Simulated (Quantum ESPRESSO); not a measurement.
Crystal: KI.

```
CELL_PARAMETERS angstrom
0.00000 3.53277 3.53277
3.53277 0.00000 3.53277
3.53277 3.53277 0.00000
ATOMIC_POSITIONS crystal
I 0.50000 0.50000 0.50000
K 0.00000 0.00000 0.00000
```

Base run:

| Quantity | Value |
| --- | --- |
| Program | Quantum ESPRESSO 7.5 |
| Functional | LDA |
| Potentials or basis | PseudoDojo 0.4.1 SR LDA standard |
| Cutoff | 980 eV |
| Density cutoff | 3918 eV |
| k mesh | 6 × 6 × 6, shifted |
| Occupations | fermi-dirac, width 0.05 eV |
| Spin | no spin polarisation |

Its results: pressure -1.3 GPa; electronic dielectric tensor (diagonal) 2.95.

Q: The run is repeated on the same cell with these changes: functional from LDA to WC; potentials or basis from PseudoDojo 0.4.1 SR LDA standard to PseudoDojo 0.4.1 SR PBE standard; cutoff from 980 eV to 1007 eV; density cutoff from 3918 eV to 4027 eV. What comes out?

A: Pressure -0.1 GPa; electronic dielectric tensor (diagonal) 2.93.

Caveats: the potentials were made for another functional, which shifts forces and pressure (some runs).
